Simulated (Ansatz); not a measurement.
## HfO2 (Fm-3m) under biaxial strain in the (111) plane

Aim: how do the optical modes of HfO2 (Fm-3m) shift and split under this strain?

Main program and level: Ansatz 0.2.0; DFT LDA, scalar-relativistic, plane waves, PAW; PAW set soft_1.

This is a report of a sequence of runs, with most program output left out.

## Step 1: Set-up

The structure is cubic, space group Fm-3m (No. 225). Conventional cell: a = 5.115 Å, b = 5.115 Å, c = 5.115 Å, α = 90.00°, β = 90.00°, γ = 90.00°. O has 4 Hf at 2.21 Å nearest. Nearest to Hf lie 8 O at 2.21 Å. Farther neighbours and most contacts between anions are not listed.

## Step 2: A rough relaxation first

The start is far from rest, so a relaxation with loose tolerances brings it close first.

Input file input.yaml:

```yaml
crystal:
  lattice:
    - [0.0, 2.5575, 2.5575]
    - [2.5575, 0.0, 2.5575]
    - [2.5575, 2.5575, 0.0]
  atoms:
    - { symbol: O, position: [0.25, 0.25, 0.25] }
    - { symbol: O, position: [0.75, 0.75, 0.75] }
    - { symbol: Hf, position: [0.0, 0.0, 0.0] }
kpoints:
  mp_grid: { grid: [6, 6, 6] }
hamiltonian:
  xc: lda
  pseudopotentials: { kind: paw, azcp: { folder: soft_1 }, xc_functional: pbe }
scf:
  occupations: { method: gaussian, width: 0.1 }
output:
  forces: true
  stress: true
  eigenvalues: true
relax:
  adjacent_minimum: "off"
  f_tol: 0.05
  max_steps: 80
  cell: { stress_tol: 0.5 }
```

Command:

```
$ ansatz run input.yaml --threads 8 --pin off --max-ram 20480MiB --backend cpu --events-out ev --progress --plain --runs-dir out
```

The job ended after 2.2 s (8 threads of Arm Neoverse N1, shared host; peak memory 0.32 GiB; 9.4 s of CPU time).

Relaxation path:

| step | energy less that of the first step (eV) | largest force component (eV/Å) | pressure (GPa) | volume (Å³) |
| --- | --- | --- | --- | --- |
| 1 | 0.0000 | 0.0000 | -16.46 | 33.46 |
| 2 | -0.1203 | 0.0000 | 5.06 | 30.80 |
| 3 | -0.1255 | 0.0000 | -0.50 | 31.38 |
| 4 | -0.1258 | 0.0000 | -0.01 | 31.33 |
| 5* | -0.1185 | 0.0000 | -0.43 | 31.33 |

Relaxation steps marked * repeat the geometry before them on a plane-wave basis chosen anew for their cell, so energy and pressure can jump there.

The run keeps the 48 symmetry operations that it works with, so distortions that break them were not tested.

| conventional cell, symmetrised | before | after | change |
| --- | --- | --- | --- |
| a (Å) | 5.115 | 5.004 | -2.2 % |
| b (Å) | 5.115 | 5.004 | -2.2 % |
| c (Å) | 5.115 | 5.004 | -2.2 % |
| volume (Å³/atom) | 11.15 | 10.44 | -6.4 % |

Final coordinates:

```cif
data_structure
_symmetry_space_group_name_H-M 'P 1'
_symmetry_Int_Tables_number 1
_cell_length_a 3.5386
_cell_length_b 3.5386
_cell_length_c 3.5386
_cell_angle_alpha 60.000
_cell_angle_beta 60.000
_cell_angle_gamma 60.000
_cell_volume 31.33
loop_
_atom_site_label
_atom_site_type_symbol
_atom_site_fract_x
_atom_site_fract_y
_atom_site_fract_z
_atom_site_occupancy
O1 O 0.25000 0.25000 0.25000 1
O2 O 0.75000 0.75000 0.75000 1
Hf3 Hf 0.00000 0.00000 0.00000 1
```

A gap read on the k-mesh alone can miss the band edges.

This step gave:

| Quantity | Value |
| --- | --- |
| pressure | -0.4324 GPa |
| gap on the k-mesh | 3.658 eV |
| volume per atom | 10.44 Å³ |

In this step the volume went from 11.15 to 10.44 Å³/atom.

## Step 3: Relaxation

The cell and atoms are relaxed, since residual forces and stress would shift the frequencies.

Input file input.yaml:

```yaml
crystal:
  lattice:
    - [0.0, 2.5021624955, 2.5021624955]
    - [2.5021624955, 0.0, 2.5021624955]
    - [2.5021624955, 2.5021624955, 0.0]
  atoms:
    - { symbol: O, position: [0.25, 0.25, 0.25] }
    - { symbol: O, position: [0.75, 0.75, 0.75] }
    - { symbol: Hf, position: [0.0, 0.0, 0.0] }
kpoints:
  mp_grid: { grid: [8, 8, 8] }
hamiltonian:
  xc: lda
  pseudopotentials: { kind: paw, azcp: { folder: soft_1 }, xc_functional: pbe }
scf:
  occupations: { method: gaussian, width: 0.02 }
output:
  forces: true
  stress: true
  eigenvalues: true
  write_density: true
  write_potential: true
  elf: true
  volumetric_format: npy
relax:
  adjacent_minimum: "off"
  f_tol: 0.005
  max_steps: 80
  cell: { stress_tol: 0.05 }
```

Elapsed: 2.4 s, on 8 threads; peak memory 0.34 GiB; 11 s of CPU time.

Little changed from the start: no atom moved by 0.005 Å and no cell edge by 0.1 %.

Numbers from this step:

* pressure: -0.01258 GPa
* gap on the k-mesh: 3.661 eV
* volume per atom: 10.43 Å³

Electrostatic potential energy in the ac plane of a cell with a along [110], b along [-110] and c along [001] of the cube at fractional y = 0.000, with atoms of O and Hf within 0.2 Å of it. With pseudopotentials it is smooth inside the atoms' cores, unlike the true potential.

Ten even steps from '0' (-27 eV) to '9' (20 eV), each cell a mean:
```
32479986233247998623
23686577422368657742
56851038765685103876
89950028988995002898
99973259999997325999
99998899999999889999
99999999999999999999
99999999999999999999
99996589999999658999
99961038999996103899
78850027877885002787
35773257643577325764
22588886322258888632
42379985234237998523
```
Columns run along a (7.1 Å; values clipped at the 3rd and 97th percentile), rows up along c (5.0 Å), edges of the conventional cell, whose origin can differ from the input's. Atoms in or near the plane, at fractional coordinates: O at (0.25, 0.25), O at (0.75, 0.25), O at (0.25, 0.75), O at (0.75, 0.75), Hf at (0.00, 0.00), Hf at (0.50, 0.00).

ELF in the ac plane of a cell with a along [110], b along [-110] and c along [001] of the cube at fractional y = 0.000, with atoms of O and Hf within 0.2 Å of it. It is the smooth field of the valence electrons, not physical close to the nuclei.

Values, 8 rows by 16 columns, each cell a mean:
```
0.80 0.60 0.27 0.48 0.53 0.35 0.45 0.76 0.80 0.60 0.27 0.48 0.53 0.35 0.45 0.76
0.23 0.21 0.63 0.70 0.61 0.74 0.34 0.22 0.23 0.21 0.63 0.70 0.61 0.74 0.34 0.22
0.04 0.22 0.65 0.72 0.69 0.74 0.38 0.07 0.04 0.22 0.65 0.72 0.69 0.74 0.38 0.07
0.02 0.07 0.22 0.34 0.36 0.27 0.11 0.03 0.02 0.07 0.22 0.34 0.36 0.27 0.11 0.03
0.02 0.10 0.34 0.51 0.54 0.43 0.19 0.04 0.02 0.10 0.34 0.51 0.54 0.43 0.19 0.04
0.04 0.23 0.69 0.69 0.60 0.76 0.41 0.07 0.04 0.23 0.69 0.69 0.60 0.76 0.41 0.07
0.41 0.29 0.54 0.72 0.70 0.69 0.30 0.36 0.41 0.29 0.54 0.72 0.70 0.69 0.30 0.36
0.84 0.68 0.27 0.31 0.35 0.21 0.51 0.82 0.84 0.68 0.27 0.31 0.35 0.21 0.51 0.82
```
Columns run along a (7.1 Å), rows up along c (5.0 Å), edges of the conventional cell, whose origin can differ from the input's. Atoms in or near the plane, at fractional coordinates: O at (0.25, 0.25), O at (0.75, 0.25), O at (0.25, 0.75), O at (0.75, 0.75), Hf at (0.00, 0.00), Hf at (0.50, 0.00).

Valence density in the ac plane of a cell with a along [110], b along [-110] and c along [001] of the cube at fractional y = 0.000, with atoms of O and Hf within 0.2 Å of it. It is the smooth field of the valence electrons, not physical close to the nuclei.

Values in e/Å³, 8 rows by 16 columns, each cell a mean:
```
20  5  1  1  1  1  2 14 20  5  1  1  1  1  2 14
 1  0  1  4  6  2  0  1  1  0  1  4  6  2  0  1
 0  0  1  3  4  1  0  0  0  0  1  3  4  1  0  0
 0  0  0  0  0  0  0  0  0  0  0  0  0  0  0  0
 0  0  0  1  1  0  0  0  0  0  0  1  1  0  0  0
 0  0  1  4  6  2  0  0  0  0  1  4  6  2  0  0
 2  1  1  3  4  1  1  1  2  1  1  3  4  1  1  1
32  7  1  0  0  0  3 21 32  7  1  0  0  0  3 21
```
Columns run along a (7.1 Å), rows up along c (5.0 Å), edges of the conventional cell, whose origin can differ from the input's. Atoms in or near the plane, at fractional coordinates: O at (0.25, 0.25), O at (0.75, 0.25), O at (0.25, 0.75), O at (0.75, 0.75), Hf at (0.00, 0.00), Hf at (0.50, 0.00).

In this step the volume went from 10.44 to 10.43 Å³/atom.

## Step 4: Tight relaxation

Phonons need small forces and stress, so the relaxation is finished with tight tolerances on 8×8×8 k points.

input.yaml, the sections that differ from step 3:

```yaml
crystal:
  lattice:
    - [0.0, 2.5009076383, 2.5009076383]
    - [2.5009076383, 0.0, 2.5009076383]
    - [2.5009076383, 2.5009076383, 0.0]
  atoms:
    - { symbol: O, position: [0.25, 0.25, 0.25] }
    - { symbol: O, position: [0.75, 0.75, 0.75] }
    - { symbol: Hf, position: [0.0, 0.0, 0.0] }
scf:
  occupations: { method: fixed }
output:
  forces: true
  stress: true
  eigenvalues: true
relax:
  adjacent_minimum: "off"
  f_tol: 0.001
  max_steps: 60
  cell: { stress_tol: 0.01 }
# kpoints, hamiltonian: as in step 3
```

Wall time 1.7 s (8 threads); peak memory 0.33 GiB.

Little changed from the start: no atom moved by 0.005 Å and no cell edge by 0.1 %.

This step gave:

| Property | Result |
| --- | --- |
| pressure | 0.001431 GPa |

The forces vanish by symmetry and the pressure is 0.001 GPa, within the tolerances set. The cell now holds 10.43 Å³/atom.

## Step 5: Modes at rest

The modes at rest are the reference of the series, and the response to a field gives the dielectric tensor and the Born charges.

input.yaml, the sections that differ from step 4:

```yaml
crystal:
  lattice:
    - [0.0, 2.5008662498, 2.5008662498]
    - [2.5008662498, 0.0, 2.5008662498]
    - [2.5008662498, 2.5008662498, 0.0]
  atoms:
    - { symbol: O, position: [0.25, 0.25, 0.25] }
    - { symbol: O, position: [0.75, 0.75, 0.75] }
    - { symbol: Hf, position: [0.0, 0.0, 0.0] }
output:
  eigenvalues: true
phonons:
  method: dfpt
  dielectric: true
  rigid_motions: translations
# kpoints, hamiltonian, scf: as in step 4
# relax: removed
```

The job ended after 11 s (8 threads; peak memory 0.58 GiB).

Numbers from this step:

```
sum-rule residual before enforcement                    : 1.09e-4 eV/Å²
miss of the charge sum rule                             : 2.38e-5 e
point group                                             : m-3m
highest optical mode at the zone centre (no LO-TO term) : 596.5 cm⁻¹
lowest optical zone-centre mode                         : 248.3 cm⁻¹
mean high-frequency dielectric constant                 : 5.395
largest Born charge (third of the trace)                : 5.590 e
mean static dielectric constant                         : 34.76
top of the zone-centre spectrum with the field          : 630.4 cm⁻¹
```

Without the LO-TO term. Patterns of degenerate modes are one choice out of their space. The modes at Γ (shares of kinetic energy by element, %):

| mode | frequency (cm⁻¹) | symmetry | O % | Hf % |
| --- | --- | --- | --- | --- |
| 1 | 0.0 | acoustic | 15 | 85 |
| 2 | 0.0 | acoustic | 15 | 85 |
| 3 | 0.0 | acoustic | 15 | 85 |
| 4 | 248.3 | T1u | 85 | 15 |
| 5 | 248.3 | T1u | 85 | 15 |
| 6 | 248.3 | T1u | 85 | 15 |
| 7 | 596.5 | T2g | 100 | 0 |
| 8 | 596.5 | T2g | 100 | 0 |
| 9 | 596.5 | T2g | 100 | 0 |

Displacements in mode 6 (248.3 cm⁻¹), the largest set to 1:
```
O1   0.00 -0.43  1.00
O2   0.00 -0.43  1.00
Hf3  0.00  0.08 -0.18
```

Displacements in mode 9 (596.5 cm⁻¹), the largest set to 1:
```
O1   0.00 -0.06  1.00
O2   0.00  0.06 -1.00
Hf3  0.00  0.00  0.00
```

Optical modes at the zone centre, without and with the macroscopic field of the longitudinal modes; each column is sorted by frequency, so a row need not hold one and the same mode. Modes with and without the field, by row:

| rank among optical modes | no field (cm⁻¹) | q along (1, 0, 0) (cm⁻¹) |
| --- | --- | --- |
| 1 | 248.3 | 248.3 |
| 2 | 248.3 | 248.3 |
| 3 | 248.3 | 596.5 |
| 4 | 596.5 | 596.5 |
| 5 | 596.5 | 596.5 |
| 6 | 596.5 | 630.4 |

Born charge (rows field, columns displacement) (e), principal values of the symmetric part by kind of site:

| atom | atoms with these values | low | middle | high | mean |
| --- | --- | --- | --- | --- | --- |
| O1 | 2 | -2.79 | -2.79 | -2.79 | -2.79 |
| Hf3 | 1 | 5.59 | 5.59 | 5.59 | 5.59 |

In full for Hf3:

```
5.59 0.00 0.00
0.00 5.59 0.00
0.00 0.00 5.59
```

High-frequency dielectric tensor:

```
5.40 0.00 0.00
0.00 5.40 0.00
0.00 0.00 5.40
```

Static dielectric tensor (ions relaxed, fixed cell):

```
34.76  0.00  0.00
 0.00 34.76  0.00
 0.00  0.00 34.76
```

Transverse modes. Infrared lines, with heights relative to the strongest:

| position (cm⁻¹) | label | relative intensity |
| --- | --- | --- |
| 248 | T1u | 100 |
| 596 | T2g | 0.0 |

Before it was imposed, the acoustic sum rule was missed by 1.1e-4 eV/Å² and the charge sum rule by 2.4e-5 e. Small misses are needed for a sound result but don't prove that mesh and cutoff are converged. The lowest optical mode is real, 248 cm⁻¹.

## Step 6: A member of the series: biaxial strain of +4 % in the (111) plane

The cell takes a biaxial strain of +4 % in the (111) plane. The strained lengths are held, while the rest of the cell and the atoms relax.

input.yaml, the sections that differ from step 5:

```yaml
crystal:
  lattice:
    - [-0.1245019032, 2.4763989966, 2.4763989966]
    - [2.4763989966, -0.1245019032, 2.4763989966]
    - [2.4763989966, 2.4763989966, -0.1245019032]
  atoms:
    - { symbol: O, position: [0.2539866513, 0.2539866513, 0.2539866513] }
    - { symbol: O, position: [0.7460133487, 0.7460133487, 0.7460133487] }
    - { symbol: Hf, position: [0.0, 0.0, 0.0] }
  conventional_axes: [[-1, 1, 0], [0, -1, 1], [1, 1, 1]]
output:
  forces: true
  stress: true
  eigenvalues: true
relax:
  adjacent_minimum: "off"
  f_tol: 0.001
  max_steps: 60
  cell: { stress_tol: 0.01, fix: [a, b, gamma] }
# kpoints, hamiltonian, scf: as in step 5
# phonons: removed
```

Run time: 5.9 s. Hardware: 8 threads; peak memory 0.38 GiB.

The steps of the relaxation:

| step | energy less that of the first step (eV) | largest force component (eV/Å) | pressure (GPa) | volume (Å³) |
| --- | --- | --- | --- | --- |
| 1 | 0.0000 | 0.0355 | -10.61 | 32.66 |
| 2 | -0.0061 | 0.0438 | -7.92 | 32.29 |
| 3 | -0.0063 | 0.0043 | -7.99 | 32.31 |
| 4 | -0.0063 | 0.0000 | -7.97 | 32.31 |
| 5* | -0.0047 | 0.0001 | -8.05 | 32.31 |
| 6 | -0.0048 | 0.0001 | -7.95 | 32.30 |
| 7* | -0.0048 | 0.0001 | -7.95 | 32.30 |

Relaxation steps marked * repeat the geometry before them on a plane-wave basis chosen anew for their cell, so energy and pressure can jump there.

The run keeps the 12 symmetry operations that it works with, so distortions that break them were not tested.

| conventional cell, symmetrised | before | after | change |
| --- | --- | --- | --- |
| a (Å) | 3.678 | 3.678 | +0.0 % |
| b (Å) | 3.678 | 3.678 | +0.0 % |
| c (Å) | 8.363 | 8.269 | -1.1 % |
| volume (Å³/atom) | 10.89 | 10.77 | -1.1 % |

The atoms that moved most (Å, as changes of fractional coordinates times the final cell):

| atom | dx | dy | dz | length |
| --- | --- | --- | --- | --- |
| O2 | -0.007 | -0.007 | -0.007 | 0.012 |
| O1 | 0.007 | 0.007 | 0.007 | 0.012 |

Final coordinates:

```xyz
3
Lattice="-0.1425 2.4584 2.4584 2.4584 -0.1425 2.4584 2.4584 2.4584 -0.1425" Properties=species:S:1:pos:R:3 pbc="T T T"
O     1.2195    1.2195    1.2195
O     3.5547    3.5547    3.5547
Hf    0.0000    0.0000    0.0000
```

This step gave:

```yaml
pressure: -7.950 GPa
gap_on_the_k_mesh: 3.646 eV
volume_per_atom: 10.77 Å³
```

The largest force component left is 0.074 meV/Å.

## Step 7: Modes of this member: biaxial strain of +4 % in the (111) plane

The zone-centre modes follow for biaxial strain of +4 % in the (111) plane, with the response to a field.

input.yaml, the sections that differ from step 6:

```yaml
crystal:
  lattice:
    - [-0.1425165746, 2.4583843252, 2.4583843252]
    - [2.4583843252, -0.1425165746, 2.4583843252]
    - [2.4583843252, 2.4583843252, -0.1425165746]
  atoms:
    - { symbol: O, position: [0.2554399939, 0.2554399939, 0.2554399939] }
    - { symbol: O, position: [0.7445600061, 0.7445600061, 0.7445600061] }
    - { symbol: Hf, position: [0.0, 0.0, 0.0] }
output:
  eigenvalues: true
phonons:
  method: dfpt
  dielectric: true
  rigid_motions: translations
# kpoints, hamiltonian, scf: as in step 6
# relax: removed
```

Wall time 17 s (8 threads); peak memory 0.73 GiB.

Numbers from this step:

* sum-rule residual before enforcement: 1.20e-4 eV/Å²
* miss of the charge sum rule: 1.58e-5 e
* point group: -3m
* highest optical mode at the zone centre (no LO-TO term): 583.0 cm⁻¹
* lowest optical zone-centre mode: 173.5 cm⁻¹
* mean high-frequency dielectric constant: 5.435
* largest Born charge (third of the trace): 5.566 e
* mean static dielectric constant: 50.12
* top of the zone-centre spectrum with the field: 609 cm⁻¹

Without the LO-TO term. Patterns of degenerate modes are one choice out of their space. Modes at Γ, with each element's share of the kinetic energy:

| mode | frequency (cm⁻¹) | symmetry | O % | Hf % |
| --- | --- | --- | --- | --- |
| 1 | 0.0 | acoustic | 15 | 85 |
| 2 | 0.0 | acoustic | 15 | 85 |
| 3 | 0.0 | acoustic | 15 | 85 |
| 4 | 173.5 | Eu | 85 | 15 |
| 5 | 173.5 | Eu | 85 | 15 |
| 6 | 284.8 | A2u | 85 | 15 |
| 7 | 562.3 | Eg | 100 | 0 |
| 8 | 562.3 | Eg | 100 | 0 |
| 9 | 583.0 | A1g | 100 | 0 |

Displacements in mode 4 (173.5 cm⁻¹), the largest set to 1:
```
O1   1.00 -0.64 -0.36
O2   1.00 -0.64 -0.36
Hf3 -0.18  0.11  0.06
```

Displacements in mode 6 (284.8 cm⁻¹), the largest set to 1:
```
O1   1.00  1.00  1.00
O2   1.00  1.00  1.00
Hf3 -0.18 -0.18 -0.18
```

Transverse modes. Lines of the infrared spectrum (strongest = 100):

| position (cm⁻¹) | label | relative intensity |
| --- | --- | --- |
| 174 | Eu | 100 |
| 285 | A2u | 57 |
| 562 | Eg | 0.0 |
| 583 | A1g | 0.0 |

Without the LO-TO term the lowest optical mode is real, 174 cm⁻¹, and the highest lies at 583.0 cm⁻¹.

Between step 5 and this run (strain 4 %) the value for the mean static dielectric tensor (ions relaxed, fixed cell) moves from 34.8 to 50.1 (+44 %).

## Step 8: A member of the series: biaxial strain of -4 % in the (111) plane

The cell takes a biaxial strain of -4 % in the (111) plane. The strained lengths are held, while the rest of the cell and the atoms relax.

input.yaml, the sections that differ from step 7:

```yaml
crystal:
  lattice:
    - [0.1312745427, 2.5321061425, 2.5321061425]
    - [2.5321061425, 0.1312745427, 2.5321061425]
    - [2.5321061425, 2.5321061425, 0.1312745427]
  atoms:
    - { symbol: O, position: [0.2467054625, 0.2467054625, 0.2467054625] }
    - { symbol: O, position: [0.7532945375, 0.7532945375, 0.7532945375] }
    - { symbol: Hf, position: [0.0, 0.0, 0.0] }
  conventional_axes: [[-1, 1, 0], [0, -1, 1], [1, 1, 1]]
output:
  forces: true
  stress: true
  eigenvalues: true
relax:
  adjacent_minimum: "off"
  f_tol: 0.001
  max_steps: 60
  cell: { stress_tol: 0.01, fix: [a, b, gamma] }
# kpoints, hamiltonian, scf: as in step 7
# phonons: removed
```

The job ended after 7.7 s (8 threads; peak memory 0.38 GiB; 45 s of CPU time).

Relaxation path:

| step | energy less that of the first step (eV) | largest force component (eV/Å) | pressure (GPa) | volume (Å³) |
| --- | --- | --- | --- | --- |
| 1 | 0.0000 | 0.0829 | 14.29 | 29.95 |
| 2 | -0.0048 | 0.0563 | 10.33 | 30.29 |
| 3 | -0.0051 | 0.0120 | 10.14 | 30.32 |
| 4 | -0.0051 | 0.0000 | 10.00 | 30.34 |
| 5 | -0.0051 | 0.0002 | 9.96 | 30.34 |
| 6* | -0.0075 | 0.0005 | 10.09 | 30.34 |
| 7 | -0.0074 | 0.0000 | 9.93 | 30.36 |
| 8 | -0.0074 | 0.0000 | 9.92 | 30.36 |
| 9* | -0.0076 | 0.0000 | 9.92 | 30.36 |

Relaxation steps marked * repeat the geometry before them on a plane-wave basis chosen anew for their cell, so energy and pressure can jump there.

Forces are held to the 12 operations that the run works with; a distortion that breaks them can't arise in this run.

| conventional cell, symmetrised | before | after | change |
| --- | --- | --- | --- |
| a (Å) | 3.395 | 3.395 | -0.0 % |
| b (Å) | 3.395 | 3.395 | -0.0 % |
| c (Å) | 8.999 | 9.122 | +1.4 % |
| volume (Å³/atom) | 9.98 | 10.12 | +1.4 % |

Final coordinates:

```xyz
3
Lattice="0.1550 2.5558 2.5558 2.5558 0.1550 2.5558 2.5558 2.5558 0.1550" Properties=species:S:1:pos:R:3 pbc="T T T"
O     1.2945    1.2945    1.2945
O     3.9721    3.9721    3.9721
Hf    0.0000    0.0000    0.0000
```

This step gave:

```yaml
pressure: 9.919 GPa
gap_on_the_k_mesh: 3.768 eV
volume_per_atom: 10.12 Å³
```

The largest force component left is 0.0077 meV/Å.

[end of part 1 of 2]

[Logs are printed without paths, hosts, clocks, repeated set-up lines and the standing remarks that a program may print on its own settings, such as how far it seeks lower states.]

[Hosts, paths, dates, database ids (printed as entryN), source tags and the programs' standing remarks are cut or masked in the printed files.]
